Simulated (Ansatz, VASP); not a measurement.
## Two plane-wave programs on Sb

File INCAR:

```
SYSTEM = Sb
PREC     = Accurate       ! precision mode
ENCUT    = 520            ! plane-wave cutoff, eV
EDIFF    = 1E-6           ! SCF threshold, eV
ISMEAR   = -1             ! smearing method
SIGMA    = 0.1            ! smearing width, eV
LREAL    = .FALSE.        ! projectors in reciprocal space
LASPH    = .TRUE.         ! aspherical terms in the spheres
NELM     = 80             ! most SCF steps
ALGO     = Normal         ! electronic algorithm
ISIF     = 2              ! what is computed and relaxed
LWAVE    = .FALSE.        ! write WAVECAR
LCHARG   = .TRUE.         ! write CHGCAR
GGA      = B5             ! functional
ALDAX    = 1.0          
AGGAX    = 1.0          
AGGAC    = 1.0          
ALDAC    = 0.0          
LELF     = .TRUE.         ! ELF
LVHAR    = .TRUE.       
NBANDS   = 8              ! bands
```

File KPOINTS:

```
regular mesh
0
G
  13 13 13
  0 0 0
```

The input POSCAR:

```
Sb
1.0
   -1.8746202736      1.8746202736      1.8746202736
    1.8746202736     -1.8746202736      1.8746202736
    1.8746202736      1.8746202736     -1.8746202736
Sb
1
Direct
    0.0000000000      0.0000000000      0.0000000000
```

Input for Ansatz:

```yaml
crystal:
  lattice:
    - [-1.8746202736, 1.8746202736, 1.8746202736]
    - [1.8746202736, -1.8746202736, 1.8746202736]
    - [1.8746202736, 1.8746202736, -1.8746202736]
  atoms:
    - { symbol: Sb, position: [0.0, 0.0, 0.0] }
hamiltonian:
  xc: blyp
  pseudopotentials:
    kind: paw
    azcp:
      Sb: "pseudopotentials/Sb.paw.azcp"
basis:
  ecutwfc: 420
  fft_grid_basis: typed
kpoints:
  mp_grid: { grid: [13, 13, 13], shift: [0, 0, 0] }
magnetization:
  spin_polarized: false
scf:
  occupations: { method: fermi_dirac, width: 0.1 }
  lower_state_search: "off"
output:
  stress: true
```

Alike in both runs: task single point; functional BLYP; k mesh 13 × 13 × 13; occupations fermi-dirac, width 0.1 eV; no spin polarisation.

|  | VASP | Ansatz |
| --- | --- | --- |
| version | VASP 6.6.1 | Ansatz 0.2.0 |
| potentials or method | VASP PAW PBE potentials, release 64 (Sb) | plane waves (420 eV) with PAW, scalar-relativistic |
| plane-wave cutoff (eV) | 520 | 420 |
| valence electrons in the cell | 5 | 15 |

|  | VASP | Ansatz | Ansatz less VASP |
| --- | --- | --- | --- |
| pressure (GPa) | 8.2 | 7.9 | -0.23 |

The functional is the same, so the differences come from potentials, cutoffs and numerics. The two sets of potentials don't hold the same shells in valence.

Caveats: the PAW data sets were made with another functional, which shifts forces and pressure a little (VASP). The runs have no spin-orbit coupling, so splittings on Sb are missing.
